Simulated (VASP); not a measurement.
# Settings for PbO: self-consistent run

PbO, Pmm2 (no. 25), 4 atoms in the cell. PBE with D3(BJ); PAW potentials Pb_d, O (PBE set). VASP 6.6.1. The cell is changed on purpose: last atom moved by 0.04 Å along z, cell strained by +1.0% along z.

Wanted: energy within 10 meV/atom; forces within 0.05 eV/Å; stress within 1 GPa; levels at the zone centre within 0.05 eV.

What the run is for: all; Accuracy asked: screening.

Levels at the zone centre: counted from the valence top at that point.

POSCAR:
```
PbO
1.0
    3.9900000000      0.0000000000      0.0000000000
    0.0000000000      3.9900000000      0.0000000000
    0.0000000000      0.0000000000      5.0601000000
Pb O
2 2
Direct
    0.5000000000      0.0000000000      0.7600000000
    0.0000000000      0.5000000000      0.2400000000
    0.5000000000      0.5000000000      0.0000000000
    0.0000000000      0.0000000000      0.0079840300
```

The series start from Plane-wave cutoff (eV): 520; k-point mesh: 6 × 6 × 5; Precision mode (PREC): Accurate; Electronic threshold (eV): 1e-6; Bands in all (NBANDS): 32; Aspherical gradient terms in the spheres (LASPH): yes; Electronic algorithm: ALGO=Normal; Placing of the Fermi level (EFERMI): EFERMI=MIDGAP; Delay and inner steps: defaults. Each series keeps the choices made before it, and each single choice may use up half of a tolerance.

## Plane-wave cutoff (eV)

| Plane-wave cutoff (eV) | Energy less reference (meV/atom) | Forces, largest deviation (eV/Å) | Stress, largest deviation (GPa) | Levels at the zone centre, largest deviation (eV) | SCF iterations | Time (s) |
|---|---|---|---|---|---|---|
| 320 | -40 | 0.027 | 13.9 | 0.027 | 14 | 26 |
| 400 | -6 | 0.001 | 2.6 | 0.005 | 15 | 47 |
| 460 | 1 | 0.005 | 0.5 | 0.001 | 15 | 47 |
| 520 | 3 | 0.008 | 0.1 | 0.003 | 14 | 62 |
| 600 | 2 | 0.005 | 0.2 | 0.002 | 15 | 61 |
| 700 | 0 | 0.001 | 0.2 | 0.000 | 15 | 80 |
| 840 (reference) | 0 | 0.000 | 0.0 | 0.000 | 15 | 115 |

Chosen: 460, the loosest value from which every tighter one stays within half of the tolerance.

## k-point mesh

| k-point mesh | Energy less reference (meV/atom) | Forces, largest deviation (eV/Å) | Stress, largest deviation (GPa) | Levels at the zone centre, largest deviation (eV) | SCF iterations | Time (s) |
|---|---|---|---|---|---|---|
| 2 × 2 × 2 | -1 | 0.097 | 0.7 | 0.033 | 14 | 9.7 |
| 3 × 3 × 2 | -1 | 0.043 | 0.2 | 0.004 | 14 | 8.1 |
| 3 × 3 × 3 | -1 | 0.049 | 0.1 | 0.004 | 14 | 11 |
| 4 × 4 × 3 | 1 | 0.004 | 0.0 | 0.002 | 15 | 23 |
| 5 × 5 × 4 | 0 | 0.001 | 0.0 | 0.000 | 14 | 26 |
| 6 × 6 × 5 | 0 | 0.000 | 0.0 | 0.000 | 15 | 47 |
| 7 × 7 × 6 | 0 | 0.000 | 0.0 | 0.000 | 15 | 58 |
| 9 × 9 × 7 | 0 | 0.000 | 0.0 | 0.000 | 15 | 87 |
| 11 × 11 × 9 (reference) | 0 | 0.000 | 0.0 | 0.000 | 15 | 138 |

Chosen: 4 × 4 × 3.

## Precision mode (PREC)

| Precision mode (PREC) | Energy less reference (meV/atom) | Forces, largest deviation (eV/Å) | Stress, largest deviation (GPa) | Levels at the zone centre, largest deviation (eV) | SCF iterations | Time (s) |
|---|---|---|---|---|---|---|
| Low | -1 | 0.025 | 0.0 | 0.001 | 15 | 10 |
| SingleN | -2 | 0.020 | 0.0 | 0.001 | 15 | 10 |
| Normal | 0 | 0.001 | 0.0 | 0.000 | 15 | 11 |
| Accurate (reference) | 0 | 0.000 | 0.0 | 0.000 | 15 | 23 |

Chosen: Low.

## Electronic threshold (eV)

| Electronic threshold (eV) | Energy less reference (meV/atom) | Forces, largest deviation (eV/Å) | Stress, largest deviation (GPa) | Levels at the zone centre, largest deviation (eV) | SCF iterations | Time (s) |
|---|---|---|---|---|---|---|
| 0.001 | 0 | 0.005 | 0.7 | 0.009 | 10 | 6.6 |
| 0.0001 | 0 | 0.002 | 0.2 | 0.002 | 12 | 8.5 |
| 1e-5 | 0 | 0.001 | 0.0 | 0.000 | 14 | 10 |
| 1e-6 | 0 | 0.001 | 0.0 | 0.000 | 15 | 10 |
| 1e-7 | 0 | 0.000 | 0.0 | 0.000 | 18 | 11 |
| 1e-8 (reference) | 0 | 0.000 | 0.0 | 0.000 | 19 | 13 |

Chosen: 0.0001.

## Bands in all (NBANDS)

| Bands in all (NBANDS) | Energy less reference (meV/atom) | Forces, largest deviation (eV/Å) | Stress, largest deviation (GPa) | Levels at the zone centre, largest deviation (eV) | SCF iterations | Time (s) |
|---|---|---|---|---|---|---|
| 21 | 0 | 0.002 | 0.2 | 0.004 | 12 | 7.9 |
| 22 | 0 | 0.005 | 0.1 | 0.004 | 13 | 8.8 |
| 24 | 0 | 0.003 | 0.1 | 0.004 | 12 | 11 |
| 26 | 0 | 0.002 | 0.1 | 0.003 | 12 | 9.0 |
| 32 | 0 | 0.004 | 0.2 | 0.003 | 12 | 8.5 |
| 44 (reference) | 0 | 0.000 | 0.0 | 0.000 | 12 | 13 |

Chosen: 21.

## Aspherical gradient terms in the spheres (LASPH)

| Aspherical gradient terms in the spheres (LASPH) | Energy less reference (meV/atom) | Forces, largest deviation (eV/Å) | Stress, largest deviation (GPa) | Levels at the zone centre, largest deviation (eV) | SCF iterations | Time (s) |
|---|---|---|---|---|---|---|
| yes | 0 | 0.000 | 0.0 | 0.000 | 12 | 7.9 |
| no | 0 | 0.001 | 0.0 | 0.001 | 12 | 6.2 |

Chosen: yes; no other choice that stays within half of the tolerance saves 30 % of the time.

## Electronic algorithm

| Electronic algorithm | Energy less reference (meV/atom) | Forces, largest deviation (eV/Å) | Stress, largest deviation (GPa) | Levels at the zone centre, largest deviation (eV) | SCF iterations | Time (s) |
|---|---|---|---|---|---|---|
| ALGO=Normal | 0 | 0.000 | 0.0 | 0.000 | 12 | 7.9 |
| ALGO=Fast | 0 | 0.008 | 0.0 | 0.005 | 16 | 9.0 |
| ALGO=All ISEARCH=1 | 0 | 0.010 | 0.2 | 0.003 | 16 | 9.8 |
| ALGO=All ISEARCH=0 | 0 | 0.010 | 0.2 | 0.003 | 16 | 7.6 |
| ALGO=Damped TIME=0.4 | 0 | 0.012 | 0.1 | 0.631 | 22 | 8.8 |
| ALGO=Damped TIME=0.1 | 0 | 0.007 | 0.2 | 2.154 | 38 | 16 |

Chosen: ALGO=Normal.

## Placing of the Fermi level (EFERMI)

| Placing of the Fermi level (EFERMI) | Energy less reference (meV/atom) | Forces, largest deviation (eV/Å) | Stress, largest deviation (GPa) | Levels at the zone centre, largest deviation (eV) | SCF iterations | Time (s) |
|---|---|---|---|---|---|---|
| EFERMI=MIDGAP | 0 | 0.000 | 0.0 | 0.000 | 12 | 7.9 |
| EFERMI=LEGACY | 0 | 0.000 | 0.0 | 0.000 | 12 | 6.2 |

Chosen: EFERMI=MIDGAP.

## Delay and inner steps

| Delay and inner steps | Energy less reference (meV/atom) | Forces, largest deviation (eV/Å) | Stress, largest deviation (GPa) | Levels at the zone centre, largest deviation (eV) | SCF iterations | Time (s) |
|---|---|---|---|---|---|---|
| defaults | 0 | 0.000 | 0.0 | 0.000 | 12 | 7.9 |
| NELMDL=-2 | 0 | 0.004 | 0.3 | 0.004 | 17 | 8.4 |
| NELMDL=-8 | 0 | 0.001 | 0.1 | 0.002 | 15 | 6.8 |
| NELMDL=-12 | 0 | 0.001 | 0.1 | 0.001 | 19 | 9.5 |
| NRMM=2 | 0 | 0.005 | 0.3 | 0.001 | 16 | 7.1 |
| NRMM=6 | 0 | 0.001 | 0.0 | 0.001 | 12 | 9.5 |
| WEIMIN=0.001 | 0 | 0.000 | 0.0 | 0.000 | 12 | 7.7 |

Chosen: defaults.

## All choices together

| Input | Energy less reference (meV/atom) | Forces, largest deviation (eV/Å) | Stress, largest deviation (GPa) | Levels at the zone centre, largest deviation (eV) | Time (s) |
|---|---|---|---|---|---|
| the program's defaults (naive) | -5 | 0.002 | 2.7 | 0.003 | 6.4 |
| chosen settings | 1 | 0.025 | 0.3 | 0.003 | 7.9 |
| reference settings throughout | 0 | 0.000 | 0.0 | 0.000 | 626 |

The tolerance is met.

Values of the reference run: Stress: 0.4273, 0, 0, 0, 1.578, 0, 0, 0, -0.5247 GPa; Levels at the zone centre: -1.471, 0, 2.387 eV from the valence top at Gamma.

## The input

INCAR:
```
ALGO = Normal
EDIFF = 1E-4
EFERMI = MIDGAP
ENCUT = 460
GGA = PE
GGA_COMPAT = F
ISIF = 2
ISMEAR = 0
IVDW = 12
KPAR = 2
LASPH = T
LCHARG = F
LREAL = F
LWAVE = F
NBANDS = 21
NELM = 120
PREC = Low
SIGMA = 0.03
```

KPOINTS:
```
Automatic mesh
0
Gamma
  4 4 3
  0 0 0
```

Commands:
```
cat potpaw_PBE.64/Pb_d/POTCAR potpaw_PBE.64/O/POTCAR > POTCAR
mpirun -np 2 vasp_std > vasp.out
```

The chosen input took VASP 6.6.1 7.9 s on 2 cores (Intel Xeon Platinum 8488C (Sapphire Rapids)), a shared host.

## An input that fails: too few bands

VASP's message: The number of bands is not sufficient to hold all electrons. I am sorry, but this calculation does not make sense. If you want to calculate only selected states, you need to set either EFERMI or EREF. EREF specifies around which energy states are supposed to be calculated. I found NBANDS = 19, NELECT = ….

Changes against the starting input:
```
- NELM = 120
- NBANDS = 32
+ NELM = 94
+ NBANDS = 19
```
